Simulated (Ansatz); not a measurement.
## How far is PAW off for K?

```xyz
1
Lattice="-2.6180 2.6180 2.6180 2.6180 -2.6180 2.6180 2.6180 2.6180 -2.6180" Properties=species:S:1:pos:R:3 pbc="T T T"
K     0.0000    0.0000    0.0000
```

The structure is an experimental refinement, used without relaxation.

All numbers are computed: DFT, PBE, PAW with Ansatz's default frozen-core files, scalar-relativistic (Ansatz 0.2.0); DFT, PBE, all-electron PAW with datasets made for the crystal, scalar-relativistic (Ansatz 0.2.0); DFT, PBE, all-electron LAPW, scalar-relativistic (Ansatz 0.2.0).

For PAW: a Γ-centred 10×10×10 k mesh, Fermi–Dirac smearing of 0.08 eV, cutoff 420 eV, no spin polarisation. The crystal-made all-electron datasets (AE datasets) take a cutoff of 180 eV at this cell. LAPW targets a basis error of 0.5 meV/atom. The Ansatz runs share mesh, smearing and spin set-up. Plane-wave (PAW) pressures include the program's estimate of the Pulay term.

Stress and pressure are positive in compression.

Levels count from the Fermi level.

```csv
quantity,PAW,AE datasets,LAPW
pressure (GPa),0.11,0.11,0.11
highest filled level at P (eV),-15.597,-15.598,-15.598
lowest empty level at P (eV),1.480,1.480,1.480
highest filled level at Γ (eV),-2.190,-2.190,-2.190
lowest empty level at Γ (eV),4.309,4.309,4.309
```

PAW's pressure differs from the LAPW value by about 0.01 GPa or less.
